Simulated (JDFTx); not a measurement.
Wanted: the native input for a JDFTx 1.7.0 (patched build) run.

```yaml
Task: single point
Functional: PBEsol
Potentials_or_basis: PseudoDojo-SR-PBEsol-0.4.1-standard with smoothed tails
Cutoff: 1143 eV
Density_cutoff: 9143 eV
k_mesh: 6 × 6 × 8
Occupations: fermi-dirac, width 0.05 eV
Spin: no spin polarisation
Local_potential_set_to_-Z/r_beyond: 6 bohr
Bands: 34
Density_cutoff_over_wavefunction_cutoff: 8
Max_SCF_steps: 100
SCF_threshold_on_the_energy: 1e-09 Ha
Solver_of_the_electrons: scf
Further_solve_for_the_empty_bands: yes
```

SnO2 (Cassiterite):

```
Sn O
1.0
     4.73800    0.00000    0.00000
     0.00000    4.73800    0.00000
     0.00000    0.00000    3.18650
Sn O
2 4
Direct
  0.50136 0.50951 0.49746
  0.99024 0.00615 0.99822
  0.80742 0.19471 0.50555
  0.69731 0.69922 0.00342
  0.20807 0.81229 0.50986
  0.30845 0.30649 0.98763
```

The cell isn't the ideal one: atoms moved at random, drawn with an rms of 0.05 Å.

The input as run:

SnO2.in

```
lattice \
    8.9535223785     0.0000000000     0.0000000000 \
    0.0000000000     8.9535223785     0.0000000000 \
    0.0000000000     0.0000000000     6.0216122961
coords-type Lattice
ion Sn     0.5013560000     0.5095060000     0.4974570000 1
ion Sn    -0.0097630000     0.0061470000    -0.0017750000 1
ion O      0.8074240000     0.1947060000     0.5055470000 1
ion O      0.6973130000     0.6992190000     0.0034190000 1
ion O      0.2080690000     0.8122900000     0.5098610000 1
ion O      0.3084520000     0.3064930000    -0.0123700000 1

ion-species pseudo/Sn.upf
ion-species pseudo/O.upf
elec-cutoff 42 336
elec-ex-corr gga-PBEsol
kpoint-folding 6 6 8
elec-smearing Fermi 0.0018374661
elec-n-bands 34
electronic-SCF nIterations 100 energyDiffThreshold 1e-09
electronic-minimize nIterations 30 energyDiffThreshold 1e-7
converge-empty-states yes
forces-output-coords Cartesian

dump-name run.$VAR
dump End Ecomponents EigStats BandEigs Kpoints Forces Stress
```

Potentials or basis: PseudoDojo-SR-PBEsol-0.4.1-standard with smoothed tails.

The run is started by

```sh
$ jdftx -c 1 -i SnO2.in -o SnO2.out
```

It gave:

| Property | Result |
| --- | --- |
| Pressure | 6.1 GPa |
| Largest force | 1.733 eV/Å |
| Band gap on the k mesh | 1.06 eV, direct |
| Loewdin charges | Sn +1.69; O -0.79 e |

Caveat: spin-orbit coupling is left out, which moves the levels of the heavy elements.

It took 25 min on 1 thread of Intel(R) Xeon(R) Platinum 8375C CPU @ 2.90GHz (Ice Lake), on a shared host, peak memory 1.8 GiB.
